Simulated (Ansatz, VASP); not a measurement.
# Ir in VASP and in Ansatz

```xyz
2
Lattice="2.7566 0.0000 0.0000 -1.3783 2.3873 0.0000 0.0000 0.0000 4.4703" Properties=species:S:1:pos:R:3 pbc="T T T"
Ir    0.0000    1.5915    1.1176
Ir    1.3783    0.7958    3.3527
```

Alike in both runs: functional revPBE; k mesh 13 × 13 × 7; occupations fermi-dirac, width 0.1 eV; no spin polarisation.

Ansatz relaxed the structure, and its values are those at the end. VASP's run is a single point on that final structure, the one shown.

|  | VASP | Ansatz |
| --- | --- | --- |
| version | VASP 6.6.1 | Ansatz 0.2.0 |
| potentials or method | VASP PAW PBE potentials, release 64 (Ir) | plane waves (420 eV) with PAW, scalar-relativistic |
| plane-wave cutoff (eV) | 520 | 420 |
| valence electrons in the cell | 18 | 34 |

```tsv
	VASP	Ansatz	Ansatz less VASP
pressure (GPa)	0.4	0.0	-0.38
```

The two sets of potentials don't hold the same shells in valence.

Caveats: the PAW data sets were made with another functional, which shifts forces and pressure a little (VASP). The runs have no spin-orbit coupling, so splittings on Ir are missing.
